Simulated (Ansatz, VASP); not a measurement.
**Sr in VASP and in Ansatz**

```xyz
1
Lattice="0.0000 3.0423 3.0423 3.0423 0.0000 3.0423 3.0423 3.0423 0.0000" Properties=species:S:1:pos:R:3 pbc="T T T"
Sr    0.0000    0.0000    0.0000
```

Alike in both runs: task single point; functional LDA; k mesh 10 × 10 × 10; occupations fermi-dirac, width 0.08 eV; no spin polarisation.

|  | VASP | Ansatz |
| --- | --- | --- |
| version | VASP 6.6.1 | Ansatz 0.2.0 |
| potentials or method | VASP PAW LDA potentials, release 64 (Sr_sv), cutoff 520 eV | all-electron LAPW, scalar-relativistic |

```csv
,VASP,Ansatz,Ansatz less VASP
pressure (GPa),-1.6,-1.6,+0.01
```

Ansatz ran all-electron here, so the differences hold the error of VASP's frozen core and of both bases.
